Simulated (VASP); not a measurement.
# C (Fd-3m) in VASP: a series of runs

Runs on C. Level: PBE. Tasks: band structure, Born charges and dielectric tensor.

All numbers are computed with VASP 6.6.1; they aren't measurements. Logs are shortened: lines on timing, memory, paths and dates and some standing lists are left out, and cuts for length are marked.

**1. The structure**

The structure is cubic, space group Fd-3m (No. 227). The conventional cell has a = 3.574 Å, b = 3.574 Å, c = 3.574 Å, α = 90.00°, β = 90.00°, γ = 90.00°. Around C (site symmetry -43m) lie 4 C at 1.55 Å.

This isn't the form of C at room conditions, which is graphite.

**2. Band structure, PBE**

POSCAR

```
C                                       
1.0
    0.0000000000      1.7868017501      1.7868017501
    1.7868017501      0.0000000000      1.7868017501
    1.7868017501      1.7868017501      0.0000000000
  C             
     2
Direct
     0.0000000000000000    0.0000000000000000    0.0000000000000000
     0.2500000000000000    0.2500000000000000    0.2500000000000000
```

INCAR.step1

```
SYSTEM = C
PREC     = Accurate       ! precision mode
ENCUT    = 520            ! plane-wave cutoff, eV
EDIFF    = 1E-7           ! SCF threshold, eV
ISMEAR   = 0              ! smearing method
SIGMA    = 0.02           ! smearing width, eV
LREAL    = .FALSE.        ! projectors in reciprocal space
LASPH    = .TRUE.         ! aspherical terms in the spheres
NELM     = 100            ! most SCF steps
ALGO     = Normal         ! electronic algorithm
ISIF     = 2              ! what is computed and relaxed
LWAVE    = .FALSE.        ! write WAVECAR
LCHARG   = .TRUE.         ! write CHGCAR
GGA      = PE             ! functional
NBANDS   = 11             ! bands
```

KPOINTS.step1

```
Automatic mesh
0
G
  6 6 6
  0 0 0
```

INCAR.step2

```
SYSTEM = C
PREC     = Accurate       ! precision mode
ENCUT    = 520            ! plane-wave cutoff, eV
EDIFF    = 1E-7           ! SCF threshold, eV
ISMEAR   = 0              ! smearing method
SIGMA    = 0.05           ! smearing width, eV
LREAL    = .FALSE.        ! projectors in reciprocal space
LASPH    = .TRUE.         ! aspherical terms in the spheres
NELM     = 100            ! most SCF steps
ALGO     = Normal         ! electronic algorithm
ISIF     = 2              ! what is computed and relaxed
LWAVE    = .FALSE.        ! write WAVECAR
LCHARG   = .FALSE.        ! write CHGCAR
GGA      = PE             ! functional
NBANDS   = 11             ! bands
ICHARG   = 11             ! starting density
```

KPOINTS.step2

```
path GXWKGLUWLK,UX
20
line-mode
reciprocal
 0.0000000000  0.0000000000  0.0000000000  G
 0.5000000000  0.0000000000  0.5000000000  X

 0.5000000000  0.0000000000  0.5000000000  X
 0.5000000000  0.2500000000  0.7500000000  W

 0.5000000000  0.2500000000  0.7500000000  W
 0.3750000000  0.3750000000  0.7500000000  K

 0.3750000000  0.3750000000  0.7500000000  K
 0.0000000000  0.0000000000  0.0000000000  G

 0.0000000000  0.0000000000  0.0000000000  G
 0.5000000000  0.5000000000  0.5000000000  L

 0.5000000000  0.5000000000  0.5000000000  L
 0.6250000000  0.2500000000  0.6250000000  U

 0.6250000000  0.2500000000  0.6250000000  U
 0.5000000000  0.2500000000  0.7500000000  W

 0.5000000000  0.2500000000  0.7500000000  W
 0.5000000000  0.5000000000  0.5000000000  L

 0.5000000000  0.5000000000  0.5000000000  L
 0.3750000000  0.3750000000  0.7500000000  K

 0.6250000000  0.2500000000  0.6250000000  U
 0.5000000000  0.0000000000  0.5000000000  X
```

Potentials or basis: VASP PAW PBE potentials, release 64 (C).

Run with:

```console
> cat potpaw_PBE.64/C/POTCAR > POTCAR
> cp INCAR.step1 INCAR
> cp KPOINTS.step1 KPOINTS
> mpirun -np 1 vasp_std > vasp.out
> cp INCAR.step2 INCAR
> cp KPOINTS.step2 KPOINTS
> mpirun -np 1 vasp_std > vasp.out
```

OUTCAR:

```text
SYSTEM = C
   PREC = Accurate
   ENCUT = 520
   EDIFF = 1E-7
   ISMEAR = 0
   LREAL = .FALSE.
   LASPH = .TRUE.
   NELM = 100
   ISIF = 2
   GGA = PE
   ICHARG = 11

 ion  position               nearest neighbor table
   1  0.000  0.000  0.000-   2 1.55   2 1.55   2 1.55   2 1.55
   2  0.250  0.250  0.250-   1 1.55   1 1.55   1 1.55   1 1.55

  LATTYP: Found a face centered cubic cell.
 ALAT       =     3.5736035002

  Lattice vectors:

 A1 = (   0.0000000000,   1.7868017501,   1.7868017501)
 A2 = (   1.7868017501,   0.0000000000,   1.7868017501)
 A3 = (   1.7868017501,   1.7868017501,   0.0000000000)

Analysis of symmetry for initial positions (statically):
=====================================================================
 Subroutine PRICEL returns:
 Original cell was already a primitive cell.

 Routine SETGRP: Setting up the symmetry group for a
 face centered cubic supercell.

 Subroutine GETGRP returns: Found 48 space group operations
 (whereof 24 operations were pure point group operations)
 out of a pool of 48 trial point group operations.

The static configuration has the point symmetry T_d .
 The point group associated with its full space group is O_h .

Analysis of symmetry for dynamics (positions and initial velocities):
=====================================================================
 Subroutine PRICEL returns:
 Original cell was already a primitive cell.

 Routine SETGRP: Setting up the symmetry group for a
 face centered cubic supercell.

 Subroutine GETGRP returns: Found 48 space group operations
 (whereof 24 operations were pure point group operations)
 out of a pool of 48 trial point group operations.

The dynamic configuration has the point symmetry T_d .
 The point group associated with its full space group is O_h .

 Subroutine INISYM returns: Found 48 space group operations
 (whereof 24 operations are pure point group operations),
 and found     1 'primitive' translations

----------------------------------------------------------------------------------------

                                     Primitive cell

  volume of cell :      11.4093

  direct lattice vectors                    reciprocal lattice vectors
     0.000000000  1.786801750  1.786801750    -0.279829589  0.279829589  0.279829589
     1.786801750  0.000000000  1.786801750     0.279829589 -0.279829589  0.279829589
     1.786801750  1.786801750  0.000000000     0.279829589  0.279829589 -0.279829589

  length of vectors
     2.526919268  2.526919268  2.526919268     0.484679066  0.484679066  0.484679066

  position of ions in fractional coordinates (direct lattice)
     0.000000000  0.000000000  0.000000000
     0.250000000  0.250000000  0.250000000

  ion indices of the primitive-cell ions
   primitive index   ion index
                 1           1
                 2           2

----------------------------------------------------------------------------------------

 KPOINTS: path GXWKGLUWLK,UX

Interpolating k-points between supplied coordinates.

 Line segments in fractional coordinates (reciprocal lattice):
    0.000000  0.000000  0.000000  ...  0.500000  0.000000  0.500000
    0.500000  0.000000  0.500000  ...  0.500000  0.250000  0.750000
    0.500000  0.250000  0.750000  ...  0.375000  0.375000  0.750000
    0.375000  0.375000  0.750000  ...  0.000000  0.000000  0.000000
    0.000000  0.000000  0.000000  ...  0.500000  0.500000  0.500000
    0.500000  0.500000  0.500000  ...  0.625000  0.250000  0.625000
    0.625000  0.250000  0.625000  ...  0.500000  0.250000  0.750000
    0.500000  0.250000  0.750000  ...  0.500000  0.500000  0.500000
    0.500000  0.500000  0.500000  ...  0.375000  0.375000  0.750000
    0.625000  0.250000  0.625000  ...  0.500000  0.000000  0.500000

 Generated    20 points on each line segment, for a total of    200 k-points:

 Following reciprocal coordinates:
            Coordinates               Weight
  0.000000  0.000000  0.000000      0.005000
  0.026316  0.000000  0.026316      0.005000
  0.052632  0.000000  0.052632      0.005000
  0.078947  0.000000  0.078947      0.005000
  0.105263  0.000000  0.105263      0.005000
  0.131579  0.000000  0.131579      0.005000
[... 16 lines left out ...]
  0.500000  0.026316  0.526316      0.005000
  0.500000  0.039474  0.539474      0.005000
 [... further k-points ...]
   k-points           NKPTS =    200   k-points in BZ     NKDIM =    200   number of bands    NBANDS=     11
   number of dos      NEDOS =    301   number of ions     NIONS =      2
   total plane-waves  NPLWV =   8000
   dimension x,y,z NGX =    20 NGY =   20 NGZ =   20
   dimension x,y,z NGXF=    40 NGYF=   40 NGZF=   40
   ions per type =               2
   NGX,Y,Z   is equivalent  to a cutoff of  13.16, 13.16, 13.16 a.u.
   NGXF,Y,Z  is equivalent  to a cutoff of  26.32, 26.32, 26.32 a.u.
 SYSTEM =  C
   PREC   = accura    normal or accurate (medium, high low for compatibility)
   ISTART =      0    job   : 0-new  1-cont  2-samecut
   ICHARG =     11    charge: 1-file 2-atom 10-const
   ISPIN  =      1    spin polarized calculation?
   LNONCOLLINEAR =      F non collinear calculations
   LSORBIT =      F    spin-orbit coupling
   LASPH  =      T    aspherical Exc in radial PAW
   ENCUT  =  520.0 eV  38.22 Ry    6.18 a.u.   4.70  4.70  4.70*2*pi/ulx,y,z
   NELM   =    100;   NELMIN=  2; NELMDL=  0     # of ELM steps
   EDIFF  = 0.1E-06   stopping-criterion for ELM
   LREAL  =      F    real-space projection
   EDIFFG = 0.1E-05   stopping-criterion for IOM
   NSW    =      0    number of steps for IOM
   IBRION =     -1    ionic relax: 0-MD 1-quasi-New 2-CG
   NFREE  =      0    steps in history (QN), initial steepest desc. (CG)
   ISIF   =      2    stress and relaxation
   ISYM   =      2    0-nonsym 1-usesym 2-fastsym
   POTIM  = 0.5000    time-step for ionic-motion
   TEBEG  =    0.0;   TEEND  =   0.0 temperature during run
   PSTRESS=    0.0 pullay stress
   NELECT =       8.0000    total number of electrons
   NUPDOWN=      -1.0000    fix difference up-down
   EMIN   =  10.00;   EMAX   =-10.00  energy-range for DOS
[... 5 lines left out ...]
     AMIX     =   0.40;   BMIX     =  1.00
     AMIX_MAG =   1.60;   BMIX_MAG =  1.00
  volume/ion in A,a.u.               =       5.70        38.50
  Fermi-wavevector in a.u.,A,eV,Ry     =   1.454404  2.748425 28.780290  2.115292
  Thomas-Fermi vector in A             =   2.571559
   LORBIT       =      0    0 simple, 1 ext, 2 COOP (PROOUT), +10 PAW based schemes
   GGA     = PE    functional components
   LHFCALC =     F    Hartree Fock is set to
   AEXX    =    0.0000 exact exchange contribution
   IVDW    =     0    specifies the selected vdW correction
   LEPSILON=     F    determine dielectric tensor
   LRPA    =     F    only Hartree local field effects (RPA)
 non-spin polarized calculation
 Gauss-broadening in eV      SIGMA  =   0.05
  energy-cutoff  :      520.00
  volume of cell :       11.41
 maximum number of plane-waves:       331
 NGX is ok and might be reduce to    20

 number of electron       7.9999999 magnetization

 Free energy of the ion-electron system (eV)
  ---------------------------------------------------
  ext. energy  EPLUGINS =         0.00000000
  ---------------------------------------------------
  free energy    TOTEN  =       -18.78946923 eV

  energy without entropy =      -18.78946923  energy(sigma->0) =      -18.78946923

 E-fermi :   9.9323     XC(G=0): -13.2205

 val. band max:        9.6501300389   @ k =   0.0000   0.0000   0.0000
 cond. band min:      13.7653797859   @ k =   0.3684   0.0000   0.3684
 fundamental gap:      4.1152497470
 Fermi energy:         9.9322828091

 k-point     1 :       0.0000    0.0000    0.0000
  band No.  band energies     occupation
      1     -11.7510      2.00000
      2       9.6501      2.00000
      3       9.6501      2.00000
      4       9.6501      2.00000
      5      15.2234      0.00000
      6      15.2234      0.00000
      7      15.2234      0.00000
      8      22.8503      0.00000
      9      28.8695      0.00000
     10      36.1189      0.00000
     11      36.1208      0.00000

 k-point     2 :       0.0263    0.0000    0.0263
  band No.  band energies     occupation
      1     -11.7255      2.00000
      2       9.5425      2.00000
      3       9.5425      2.00000
      4       9.5867      2.00000
      5      15.2027      0.00000
      6      15.3530      0.00000
      7      15.3530      0.00000
      8      22.8720      0.00000
      9      28.9152      0.00000
     10      35.0163      0.00000
     11      36.1513      0.00000

 k-point     3 :       0.0526    0.0000    0.0526
  band No.  band energies     occupation
      1     -11.6491      2.00000
      2       9.2473      2.00000
      3       9.2473      2.00000
      4       9.3992      2.00000
      5      15.1423      0.00000
      6      15.7139      0.00000
      7      15.7139      0.00000
      8      22.9252      0.00000
      9      29.0499      0.00000
     10      33.5671      0.00000
     11      36.2481      0.00000

 k-point     4 :       0.0789    0.0000    0.0789
  band No.  band energies     occupation
      1     -11.5217      2.00000
      2       8.8242      2.00000
      3       8.8242      2.00000
      4       9.0963      2.00000
      5      15.0466      0.00000
      6      16.2459      0.00000
      7      16.2459      0.00000
      8      22.9745      0.00000
      9      29.2672      0.00000
     10      32.2054      0.00000
     11      36.4118      0.00000
[... 239 lines left out ...]
 k-point    22 :       0.5000    0.0132    0.5132
  band No.  band energies     occupation
      1      -3.0692      2.00000
      2      -3.0692      2.00000
      3       3.3720      2.00000
      4       3.3720      2.00000
      5      14.4218      0.00000
      6      14.4218      0.00000
      7      26.3598      0.00000
      8      26.3598      0.00000
      9      32.7656      0.00000
     10      32.7656      0.00000
     11      41.8870      0.00000

 k-point    23 :       0.5000    0.0263    0.5263
  band No.  band energies     occupation
      1      -3.0570      2.00000
      2      -3.0570      2.00000
      3       3.3292      2.00000
      4       3.3292      2.00000
      5      14.5009      0.00000
      6      14.5009      0.00000
      7      26.3229      0.00000
      8      26.3229      0.00000
      9      32.7171      0.00000
     10      32.7171      0.00000
     11      41.7985      0.00000

 k-point    24 :       0.5000    0.0395    0.5395
  band No.  band energies     occupation
      1      -3.0368      2.00000
      2      -3.0368      2.00000
      3       3.2598      2.00000
      4       3.2598      2.00000
      5      14.6310      0.00000
      6      14.6310      0.00000
      7      26.2604      0.00000
      8      26.2604      0.00000
      9      32.6381      0.00000
     10      32.6381      0.00000
     11      41.6644      0.00000

 [... further k-points ...]
[... 5 lines left out ...]
  --------------------------------------------------------------------------------------
  -------------------------------------------------------------------------------------
  Total       -0.5601871     -0.5601871     -0.5601871     -0.0000000      0.0000000      0.0000000
  in kB      -78.6655548    -78.6655548    -78.6655548     -0.0000000      0.0000000      0.0000000
  external PRESSURE =     -78.6655548 kB  Pullay stress =       0.0000000 kB

 VOLUME and BASIS-vectors are now :
 -----------------------------------------------------------------------------
  energy-cutoff  :      520.00
  volume of cell :       11.41
      direct lattice vectors                 reciprocal lattice vectors
     0.000000000  1.786801750  1.786801750    -0.279829589  0.279829589  0.279829589
     1.786801750  0.000000000  1.786801750     0.279829589 -0.279829589  0.279829589
     1.786801750  1.786801750  0.000000000     0.279829589  0.279829589 -0.279829589

 POSITION                                       TOTAL-FORCE (eV/Angst)
 -----------------------------------------------------------------------------------
      0.00000      0.00000      0.00000         0.000000     -0.000000      0.000000
      0.89340      0.89340      0.89340        -0.000000      0.000000     -0.000000
 -----------------------------------------------------------------------------------
    total drift:                                0.000000      0.000000      0.000000

  FREE ENERGIE OF THE ION-ELECTRON SYSTEM (eV)
  ---------------------------------------------------
  free  energy   TOTEN  =       -18.7894692348 eV

  energy  without entropy=      -18.7894692348  energy(sigma->0) =      -18.78946923
```

Run time: 12 s. Hardware: 1 thread of Intel Xeon Platinum 8488C (Sapphire Rapids), shared host; peak memory 0.13 GiB.

Results:

* Band gap on the k mesh: 4.14 eV, indirect (least direct gap 5.57 eV)
* Band gap along the path: 4.12 eV, indirect (least direct gap 5.57 eV)

Levels at the corners of the path, in eV from the valence-band top:
| point | band 1 | band 2 | band 3 | band 4 | band 5 | band 6 | band 7 | band 8 |
| --- | --- | --- | --- | --- | --- | --- | --- | --- |
| Γ | -21.40 | 0.00 | 0.00 | 0.00 | 5.57 | 5.57 | 5.57 | 13.20 |
| X | -12.72 | -12.72 | -6.26 | -6.26 | 4.75 | 4.75 | 16.72 | 16.72 |
| X | -12.72 | -12.72 | -6.26 | -6.26 | 4.75 | 4.75 | 16.72 | 16.72 |
| W | -11.94 | -11.94 | -8.27 | -8.27 | 10.60 | 10.60 | 12.24 | 12.24 |
| W | -11.94 | -11.94 | -8.27 | -8.27 | 10.60 | 10.60 | 12.24 | 12.24 |
| K | -12.94 | -11.69 | -9.26 | -5.33 | 5.66 | 10.70 | 14.30 | 15.54 |
| K | -12.94 | -11.69 | -9.26 | -5.33 | 5.66 | 10.70 | 14.30 | 15.54 |
| Γ | -21.40 | 0.00 | 0.00 | 0.00 | 5.57 | 5.57 | 5.57 | 13.20 |
| Γ | -21.40 | 0.00 | 0.00 | 0.00 | 5.57 | 5.57 | 5.57 | 13.20 |
| L | -15.66 | -13.31 | -2.79 | -2.79 | 8.43 | 8.43 | 8.77 | 15.64 |
| L | -15.66 | -13.31 | -2.79 | -2.79 | 8.43 | 8.43 | 8.77 | 15.64 |
| U | -12.94 | -11.69 | -9.26 | -5.33 | 5.66 | 10.70 | 14.30 | 15.54 |
| U | -12.94 | -11.69 | -9.26 | -5.33 | 5.66 | 10.70 | 14.30 | 15.54 |
| W | -11.94 | -11.94 | -8.27 | -8.27 | 10.60 | 10.60 | 12.24 | 12.24 |
| W | -11.94 | -11.94 | -8.27 | -8.27 | 10.60 | 10.60 | 12.24 | 12.24 |
| L | -15.66 | -13.31 | -2.79 | -2.79 | 8.43 | 8.43 | 8.77 | 15.64 |
| L | -15.66 | -13.31 | -2.79 | -2.79 | 8.43 | 8.43 | 8.77 | 15.64 |
| K | -12.94 | -11.69 | -9.26 | -5.33 | 5.66 | 10.70 | 14.30 | 15.54 |
| U | -12.94 | -11.69 | -9.26 | -5.33 | 5.66 | 10.70 | 14.30 | 15.54 |
| X | -12.72 | -12.72 | -6.26 | -6.26 | 4.75 | 4.75 | 16.72 | 16.72 |

Caveat: the k mesh is coarse (spacing up to 0.51 Å⁻¹), so the values aren't converged; the log is that of the step along the path at fixed density, whose energy, stress, charges and moments have no meaning.

(Part 1 of 2 ends here.)
